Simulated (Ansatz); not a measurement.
FeO:

```
Fe O
1.0
    -1.60210    1.60210    2.08339
     1.60210   -1.60210    2.08339
     1.60210    1.60210   -2.08339
Fe O
1 1
Direct
  0.00000 0.00000 0.00000
  0.50000 0.50000 0.00000
```

The cell comes from a database or a generator and needn't be the stable form of this composition.

Base run:

```yaml
Program: Ansatz 0.2.0
Functional: PBEsol
Potentials_or_basis: Ansatz PAW
Cutoff: "420 eV (not typed: the program's choice for these potentials)"
k_mesh: 10 × 10 × 10
Occupations: fermi-dirac, width 0.05 eV
Spin: collinear spin, ferromagnetic start
Starting_moments: "[1.5, 0.0] μB"
Fixed_moment: 1.5 μB
```

Its results: pressure -34.3 GPa; site moments Fe +1.40; O -0.01 μB.

Task: After a change of settings the same cell gave: pressure -31.1 GPa; site moments Fe +2.04; O -0.01 μB. Which change was it?
A. fixed moment from 1.5 μB to 6 μB; moments at the start from [1.5, 0.0] to [6.0, 0.0]
B. fixed moment from 1.5 μB to 0.8 μB; moments at the start from [1.5, 0.0] to [0.8, 0.0]
C. fixed moment from 1.5 μB to 2.2 μB; moments at the start from [1.5, 0.0] to [2.2, 0.0]
D. fixed moment from 1.5 μB to 4.5 μB; moments at the start from [1.5, 0.0] to [4.5, 0.0]

Result: C.

Caveats: a pressure of tens of GPa on the cell as given is suspect, and the run, the potentials or the cell itself is likely at fault; the total moment is fixed, so each spin has its own Fermi level; a cell with one magnetic atom can't hold antiferromagnetic order, which such compounds often take; the PAW data sets come from PBE, with cores solved anew for the run's functional, which leaves a small shift of forces and pressure; the thresholds are loose for stress.
